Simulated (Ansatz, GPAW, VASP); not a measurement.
## Pt: 4 runs at one level of theory

```
Pt
1.0
     0.00000    1.96090    1.96090
     1.96090    0.00000    1.96090
     1.96090    1.96090    0.00000
Pt
1
Direct
  0.00000 0.00000 0.00000
```

Alike in all runs: task single point; functional PBE; k mesh 12 × 12 × 12; occupations gaussian, width 0.014 eV; no spin polarisation; no spin-orbit coupling. Pressure is positive in compression and, in plane waves, holds the error of the finite cutoff, which Ansatz's Pulay term estimates and takes out.

```
                        program and potentials  plane-wave cutoff (eV)                                                                      notes  band gap (eV)  pressure (GPa)
                            Ansatz, Ansatz PAW                     420  18 valence electrons an atom on average; Pulay term of +0.08 GPa included         no gap           10.20
                VASP, PBE PAW files Pt, 520 eV                     520                                    10 valence electrons an atom on average         no gap            9.68
Ansatz, all-electron LAPW, scalar-relativistic                       -                                                                          -         no gap           10.16
    GPAW, GPAW PAW data sets (gpaw-data 1.2.1)                     600                                    16 valence electrons an atom on average         no gap            9.71
```

None finds a gap. The pressure spans 9.68 (VASP, PBE PAW files Pt, 520 eV) to 10.20 GPa (Ansatz, Ansatz PAW), with all-electron results at 10.16.

The functional is the same throughout but for its coding, so the spread measures potentials, basis and numerics; runs on potential files found faulty are left out.
